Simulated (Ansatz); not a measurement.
Data:

GeO₂:
Space group P4₂/mnm (No. 136); a = b = 4.4107 Å, c = 2.8701 Å, α = β = γ = 90.00°

```tsv
atom	site	symmetry	x	y	z
Ge	2a	m.mm	0.0000	0.0000	0.0000
O	4f	m.2m	0.3060	0.3060	0.0000
```

This is the r²SCAN-relaxed structure.

### Question
All from r²SCAN (plane waves, PAW; program Ansatz), unless another level is named. Estimate the highest zone-centre frequency (without LO–TO term).

### Answer
855 cm^-1.

### Question
Give the vibrational entropy at 300 K.

### Answer
13.5 J/(K·mol of atoms).

### Question
Give the bulk modulus (Birch–Murnaghan fit).

### Answer
239 GPa.

Space group P4_2/mnm (rutile). The cell was relaxed with r²SCAN under the symmetry of its start; phonons on a q-mesh show no instability.

Potentials: the later of the program's two PAW sets.
